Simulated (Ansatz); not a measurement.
## NaCl (rocksalt): gap against strain (epitaxial in the xy plane)

NaCl built on the rocksalt prototype, relaxed with r2SCAN in the PAW code Ansatz, then strained (epitaxial in the xy plane; changes of length per length, axes as in the cell below) with the atoms relaxed again within the symmetry that is left. Space group Fm-3m (No. 225), cubic; conventional cell a = 5.605 Å, 22.02 Å³ an atom. Na has 6 Cl at 2.80 Å; Cl has 6 Na at 2.80 Å. The values are computed, spin-unpolarised, and not measurements.

```
CELL_PARAMETERS angstrom
0.00000 2.80270 2.80270
2.80270 0.00000 2.80270
2.80270 2.80270 0.00000
ATOMIC_POSITIONS crystal
Na 0.00000 0.00000 0.00000
Cl 0.50000 0.50000 0.50000
```

Gaps are the least over each mesh (PBE 8×8×8, r2SCAN 8×8×8, HSE06 6×6×6 when unstrained) and the special points, which keep their unstrained names; stress is the change from the unstrained cell, compression positive.

```
strain (%)  free normal strain (%)  gap, PBE (eV)  gap, r2SCAN (eV)  gap, HSE06 (eV)  edges, HSE06  in-plane stress, r2SCAN (GPa)  energy rise, r2SCAN (meV/atom)
      -3.0                   +1.25          5.363             6.174            6.754             Γ                          +2.48                             9.7
     -1.56                   +0.78          5.265             6.068            6.650             Γ                          +1.14                             2.5
      -1.5                   +0.75          5.262             6.065            6.646             Γ                          +1.10                             2.3
       0.0                    0.00          5.180             5.975            6.559             Γ                           0.00                             0.0
      +0.5                   -0.21          5.147             5.941            6.524             Γ                          -0.32                             0.2
      +1.0                   -0.32          5.111             5.902            6.485             Γ                          -0.63                             0.8
```

Between zero and the nearest strains the slope of the HSE06 gap against strain is -0.058 eV per percent for negative and -0.071 for positive strain.

The meshes of the hybrids are coarse, so their gaps aren't converged to the digits shown.
